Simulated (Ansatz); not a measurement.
# SiRu: the band gap up the ladder of functionals

The task here is to estimate one member of a computed series from the others.

Program: Ansatz 0.2.0. PAW datasets, plane waves. The values are computed, spin-unpolarised, and not measurements.

## The structure to begin with

The cell was relaxed beforehand with r2SCAN.

Space group P2_13 (No. 198), cubic; a = 4.705 Å in the conventional setting, 13.02 Å³ an atom. Around Si lie 7 Ru at 2.38–2.70 Å; around Ru lie 7 Si at 2.38–2.70 Å.

As a file:

```
Si Ru
1.0
     4.70482    0.00000    0.00000
     0.00000    4.70482    0.00000
     0.00000    0.00000    4.70482
Si Ru
4 4
Direct
  0.16242 0.33758 0.66242
  0.33758 0.66242 0.16242
  0.66242 0.16242 0.33758
  0.83758 0.83758 0.83758
  0.87060 0.62940 0.37060
  0.62940 0.37060 0.87060
  0.37060 0.87060 0.62940
  0.12940 0.12940 0.12940
```

Set-up of the first run:

Contents of input.yaml:

```yaml
crystal:
  lattice:
    - [4.7048235956, 0.0, 0.0]
    - [0.0, 4.7048235956, 0.0]
    - [0.0, 0.0, 4.7048235956]
  atoms:
    - { symbol: Si, position: [0.1624240174, 0.3375759826, 0.6624240174] }
    - { symbol: Si, position: [0.3375759826, 0.6624240174, 0.1624240174] }
    - { symbol: Si, position: [0.6624240174, 0.1624240174, 0.3375759826] }
    - { symbol: Si, position: [0.8375759826, 0.8375759826, 0.8375759826] }
    - { symbol: Ru, position: [0.8705990389, 0.6294009611, 0.3705990389] }
    - { symbol: Ru, position: [0.6294009611, 0.3705990389, 0.8705990389] }
    - { symbol: Ru, position: [0.3705990389, 0.8705990389, 0.6294009611] }
    - { symbol: Ru, position: [0.1294009611, 0.1294009611, 0.1294009611] }
kpoints:
  mp_grid: { grid: [6, 6, 6] }
  band_path:
    path:
      - [[0.0, 0.0, 0.0], [1.662750147665e-50, 0.5, 1.151303095334e-35], [0.5, 0.5, 1.274961575944e-34], [0.0, 0.0, 0.0], [0.5, 0.5, 0.5], [1.662750147665e-50, 0.5, 1.151303095334e-35]]
      - [[0.5, 0.5, 0.5], [0.5, 0.5, 1.274961575944e-34], [0.5, 1.43273274086e-34, 1.15983126641e-34]]
    npoints: 10
hamiltonian:
  xc: pbe
scf:
  occupations: { method: fermi_dirac, width: 0.02 }
  n_extra_bands: 6
output:
  forces: true
  stress: true
  eigenvalues: true
```

The run is started by

```sh
$ ansatz run input.yaml --threads 4 --pin off --max-ram 5529MiB --backend cpu --events-out ev --progress --plain --runs-dir out
```

Steps of the session up to this table: Band structure with PBE; Single point with r2SCAN; HSE06 at the same geometry; PBE+SOC; Single point with PBE0.

One of the session's tables, all rows but one given; the rest of the session is left out.

| level | gap (eV) |
| --- | --- |
| PBE | 0.24 |
| r2SCAN | ? |
| HSE06 | 0.75 |
| PBE+SOC | 0.16 |
| PBE0 | 1.42 |

Estimate the missing values for r2SCAN.

The run gave: gap (eV): 0.29. In the column «gap (eV)» it lies between PBE (0.24) and HSE06 (0.75).

Meshes: PBE 6×6×6, r2SCAN 6×6×6, HSE06 4×4×4, PBE+SOC 6×6×6, PBE0 4×4×4

What this shows: The gap runs from 0.16 eV (PBE+SOC) to 1.42 eV (PBE0). PBE reaches 32 % of the HSE06 value, and r2SCAN 39 %. PBE0 lies 0.67 eV above HSE06, which differs from it by screening the long-range exchange.

To keep in mind: Warnings in the runs' records: stress scf threshold loose, stress exchange threshold loose.
